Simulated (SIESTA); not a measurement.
Nb in SIESTA: the effect of basis

Nb:

```
Nb
1.0
    -1.66395    1.66395    1.66395
     1.66395   -1.66395    1.66395
     1.66395    1.66395   -1.66395
Nb
1
Direct
  0.00000 0.00000 0.00000
```

Alike in all runs:

```yaml
Program: SIESTA 5.4.2
Task: band structure
Functional: PBE
Potentials_or_basis: PseudoDojo 0.4 standard (PBE files)
Grid_cutoff: 800 Ry
Energy_shift: 0.003 Ry
k_mesh: 11 × 11 × 11
Occupations: fermi-dirac, width 0.05 eV
Spin: no spin polarisation
```

| basis | pressure (GPa) |
| --- | --- |
| SZ | ? |
| SZP | 0.7 |
| DZ | -1.1 |
| DZP | -0.7 |
| DZDP | -0.7 |
| TZP | -1.6 |
| TZDP | -1.5 |

What does the run with basis SZ give?

Pressure -3.7 GPa.

Caveats: the basis of atomic orbitals isn't converged, which shifts pressures, moduli and gaps; the basis has no polarisation orbitals (some runs).
